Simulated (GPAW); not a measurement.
# HfC in GPAW: the effect of target pressure

The system is HfC.

```
CELL_PARAMETERS angstrom
0.00000 2.32500 2.32500
2.32500 0.00000 2.32500
2.32500 2.32500 0.00000
ATOMIC_POSITIONS crystal
Hf 0.50000 0.50000 0.50000
C 0.00000 0.00000 0.00000
```

Alike in all runs:

```yaml
Program: GPAW 26.7.0
Task: relaxation of cell and atoms
Functional: PBEsol
Potentials_or_basis: PAW data sets generated in the run's folder for this functional
Cutoff: 800 eV
Basis: pw
k_mesh: 10 × 10 × 10
Occupations: fermi-dirac, width 0.05 eV
Spin: no spin polarisation
```

Each run relaxes the cell or the atoms first.

```tsv
target pressure	target pressure	relaxed volume (Å³/atom)
0 GPa	-	12.29
2 GPa	2 GPa	12.19
5 GPa	5 GPa	12.05
10 GPa	10 GPa	11.86
20 GPa	20 GPa	?
30 GPa	30 GPa	11.16
```

Task: What does the run with target pressure 20 GPa give?

Result: Relaxed volume 11.48 Å³/atom.

Worked out: In Murnaghan's law V^(-B') rises as a straight line in P. The other rows fit best with B' = 3.8, V0 = 12.29 Å³/atom and B0 = 259 GPa, which gives 11.48 Å³/atom at 20 GPa, against the run's 11.48.

Caveats: later steps reuse the first step's grids.
